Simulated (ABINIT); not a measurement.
Input of an ABINIT 10.8.3 (patched build) run:

The input run.abi:

```
ndtset 2

pp_dirpath "./"
pseudos "Sb.GGA_PBE-JTH.xml"

acell 11.4300421639 11.4300421639 11.4300421639
rprim
    -0.6662806915     0.6662806915     0.3348732301
     0.6662806915    -0.6662806915     0.3348732301
     0.6662806915     0.6662806915    -0.3348732301
ntypat 1
znucl 51
natom 4
typat 1 1 1 1
xcart
     1.2191834838     5.2491941281     0.0000000000
     2.8108271605     1.2191834838     0.0000000000
     2.8108271605    -1.2191834838     2.0254867038
     1.2191834838     2.8108271605     2.0254867038 Angstrom

ecut 517.016339 eV
pawecutdg 38.0

ixc -497498
usekden 1
pawxcdev 0

occopt 3
tsmear 0.05 eV

nstep 100

iomode 3
prtwf 0
prteig 0
prtebands 0
prtden1 1
prtkden1 1

kptopt1 1
ngkpt1 5 5 5
nshiftk1 1
shiftk1 0.0 0.0 0.0
nband1 36
tolvrs1 1.0e-7

iscf2 -2
getden2 1
getkden2 1
nband2 42
nbdbuf2 4
tolwfr2 1.0e-11
kptopt2 -8
ndivsm2 5
prteig2 1
prtvol2 -3
kptbounds2
     0.0000000000     0.0000000000     0.0000000000
     0.0000000000     0.0000000000     0.5000000000
    -0.5000000000     0.5000000000     0.5000000000
     0.0000000000     0.0000000000     0.0000000000
     0.3131518991     0.3131518991    -0.3131518991
     0.2500000000     0.2500000000     0.2500000000
     0.0000000000     0.5000000000     0.0000000000
    -0.3131518991     0.6868481009     0.3131518991
    -0.5000000000     0.5000000000     0.5000000000
```

Potentials or basis: JTH PAW PBE v2.0.

Command:

```sh
$ abinit run.abi > log 2>&1
```

Problem. Predict the pressure.

Solution. 0.6 GPa.

Problem. What does it give for the largest force?

Solution. 0.064 eV/Å.

Problem. Predict the band gap on the k mesh.

Solution. None (metal or under the smearing width).

Forces on the atoms (eV/Å):
```
Sb  -0.045 -0.045  0.000
Sb   0.045 -0.045  0.000
Sb   0.045  0.045  0.000
Sb  -0.045  0.045  0.000
```

Caveat: the PAW data sets were made with another functional, which shifts forces and pressure a little; spin-orbit coupling is left out, which moves the levels of the heavy elements.
